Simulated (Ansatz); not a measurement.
**BeO with two functionals, pressure −2 GPa**

Base system: BeO in the wurtzite structure (space group P6_3mc, No. 186; a = 2.712 Å, c = 4.405 Å).

(Cell as relaxed with PBE.)

Levels (all Ansatz, a program for electronic structure, PAW): PBE (420 eV, without spin-orbit coupling); r2SCAN (500 eV, spin-orbit coupling left out).

Each level relaxes its own structure.

```csv
base,PBE,r2SCAN
volume per atom,7.01 Å³,6.85 Å³
lattice parameter a,2.712 Å,2.690 Å
band gap,7.45 eV,8.55 eV
```

Now apply this change: hydrostatic tension (pressure −2 GPa).

| quantity | PBE | r2SCAN |
|---|---|---|
| lattice parameter a | 2.721 Å | … |
| c/a ratio | 1.624 | … |
| band gap | 7.35 eV | … |

Predict the r2SCAN column.


- lattice parameter a, r2SCAN: 2.699 Å
- c/a ratio, r2SCAN: 1.624
- band gap, r2SCAN: 8.45 eV

PBE's lattice parameter a lies 0.022 Å above r2SCAN's (0.8 %); PBE's band gap lies 1.10 eV below r2SCAN's; the two agree on the c/a ratio. Neither level is exact; r2SCAN is the comparison here, not a measurement.

Load acts through the strain it causes; cell and atoms are relaxed under it. No phonon test of stability was made.
